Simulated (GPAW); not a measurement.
The system is SiC.

```
CELL_PARAMETERS angstrom
3.07569 0.00000 0.00000
-1.53785 2.66363 0.00000
0.00000 0.00000 10.07065
ATOMIC_POSITIONS crystal
Si 0.00000 0.00000 0.18789
Si 0.00000 0.00000 0.68789
Si 0.33333 0.66667 0.43784
Si 0.66667 0.33333 0.93784
C 0.00000 0.00000 0.00046
C 0.00000 0.00000 0.50046
C 0.33333 0.66667 0.24980
C 0.66667 0.33333 0.74980
```

The cell is a database's computed one.

Base run:

```yaml
Program: GPAW 26.7.0
Functional: PBE
Potentials_or_basis: GPAW PAW data sets (gpaw-data 1.2.1)
Cutoff: 800 eV
Basis: pw
k_mesh: 6 × 6 × 2
Occupations: fermi-dirac, width 0.05 eV
Spin: no spin polarisation
```

Its results: band gap on the k mesh 2.22 eV, indirect (least direct gap 3.34 eV).

Question: After a change of settings the same cell gave: band gap on the k mesh 2.38 eV, indirect (least direct gap 3.50 eV). Which change was it?
A. functional from PBE to AM05; potentials or basis from GPAW PAW data sets (gpaw-data 1.2.1) to PAW data sets generated in the run's folder for this functional
B. functional from PBE to C09-vdW; band points from 80 to 100
C. functional from PBE to optPBE-vdW
D. functional from PBE to TASK; band points from 80 to 100

Answer: C.

Not every run made on this cell is shown here.
